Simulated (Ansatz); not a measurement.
# Compressing GaP: a fit and a missing row

GaP, R-3m, a = 3.842 Å, c = 19.118 Å. This isn't the usual stable structure of the compound. Ansatz: r2SCAN, PAW, 500 eV, Γ-centred 9×9×9 mesh on 4 atoms, Gaussian smearing 0.02 eV; no spin polarisation. Shape and atoms are relaxed at each volume; pressure is positive in compression.

| V (Å³/atom) | P (GPa) |
| --- | --- |
| 19.139 | ? |
| 19.750 | 2.62 |
| 20.361 | 0.00 |
| 20.972 | -2.22 |
| 21.583 | -4.10 |

Task: Take V0 = 20.361 Å³/atom, fit the third-order Birch–Murnaghan form to the other rows, and predict the missing pressure.

Result: With the Eulerian strain f = ½[(V0/V)^(2/3) − 1] and y = P/[3f(1 + 2f)^(5/2)], the form is the line y = B0 + 1.5 B0 (B0′ − 4) f. Rows (f, y): 0.01026, 80.9; -0.00976, 79.6; -0.01906, 79.0. Means f = -0.006187, y = 79.833; Σ(Δf)² = 0.0004490, ΣΔfΔy = 0.02910; the slope is their ratio. y = 80.23 + 64.82 f GPa, so B0 = 80.2 GPa and B0′ = 4 + 2 × (64.82)/(3 × 80.23) = 4.54. At V = 19.139, f = 0.02106, y = 81.60 and P = 5.72 GPa. The run gave 5.72 GPa, the same to the digits shown. The form still works here, 33 % of the fitted range beyond its end.